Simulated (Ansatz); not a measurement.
Wires are cut from relaxed bulk ZnS (F-43m, 20.16 Å³/atom, gap on the mesh 2.02 eV); atoms and period are relaxed, and energies count from that bulk. Caps count from half an H2 molecule.

Theory: DFT PBE, scalar-relativistic, plane waves, PAW in Ansatz 0.2.0.

Settings: cutoff 420 eV, Γ-centred mesh 1×1×6 on the computed 20-atom cell, Gaussian smearing of 0.05 eV; no spin polarisation.

Start ([001] wire, 8 host atoms a period with H caps):

```xyz
20
Lattice="14.8000 0.0000 0.0000 0.0000 16.5000 0.0000 0.0000 0.0000 5.4430" Properties=species:S:1:pos:R:3 pbc="T T T"
Zn    9.3834    8.2500    4.0822
S     8.0226    6.8893    0.0000
S     8.0226    9.6107    2.7215
Zn    6.6619    8.2500    1.3607
S     5.3012    6.8893    2.7215
Zn    6.6619    5.5285    4.0822
Zn    6.6619   10.9715    4.0822
S     5.3012    9.6107    0.0000
H    10.2783    7.3551    3.1873
H    10.2783    9.1449    4.9771
H     8.8021    6.1098    0.7794
H     8.8021   10.3902    1.9421
H     4.5217    7.6687    3.5009
H     4.5217    6.1098    1.9421
H     7.5568    4.6336    3.1873
H     5.7670    4.6336    4.9771
H     7.5568   11.8664    4.9771
H     5.7670   11.8664    3.1873
H     4.5217    8.8313    4.6635
H     4.5217   10.3902    0.7794
```

Task: What does the relaxation give?

Result: The free energy falls by 326 meV/atom.

| Item | Value |
| --- | --- |
| excess energy (eV per host atom) | 0.639 |
| line energy (eV/Å) | 0.929 |
| period (Å) | 5.507 |
| gap on the mesh (eV) | 3.92 |

Relaxed structure:
```yaml
crystal:
  lattice:
    - [14.80000, 0.00000, 0.00000]
    - [0.00000, 16.50000, 0.00000]
    - [0.00000, 0.00000, 5.50692]
  atoms:
    - { symbol: Zn, position: [0.69088, 0.50000, 0.75000] }
    - { symbol: S, position: [0.53111, 0.42494, 0.97868] }
    - { symbol: S, position: [0.53111, 0.57506, 0.52132] }
    - { symbol: Zn, position: [0.43948, 0.50000, 0.25000] }
    - { symbol: S, position: [0.35676, 0.40242, 0.46985] }
    - { symbol: Zn, position: [0.47239, 0.33544, 0.68861] }
    - { symbol: Zn, position: [0.47239, 0.66456, 0.81139] }
    - { symbol: S, position: [0.35676, 0.59758, 0.03015] }
    - { symbol: H, position: [0.70137, 0.43124, 0.56299] }
    - { symbol: H, position: [0.70137, 0.56876, 0.93701] }
    - { symbol: H, position: [0.57095, 0.37122, 0.13058] }
    - { symbol: H, position: [0.57095, 0.62878, 0.36942] }
    - { symbol: H, position: [0.32433, 0.45154, 0.64624] }
    - { symbol: H, position: [0.31976, 0.25925, 0.04268] }
    - { symbol: H, position: [0.50939, 0.25136, 0.62318] }
    - { symbol: H, position: [0.34172, 0.23026, 0.95553] }
    - { symbol: H, position: [0.50939, 0.74864, 0.87682] }
    - { symbol: H, position: [0.34172, 0.76974, 0.54447] }
    - { symbol: H, position: [0.32433, 0.54846, 0.85376] }
    - { symbol: H, position: [0.31976, 0.74075, 0.45732] }
```

Each run keeps its start's symmetry and one magnetic start, so lower states can exist.

It took 13 min on 4 threads of Arm Neoverse V1, with other jobs on the host, peak memory 1.9 GiB.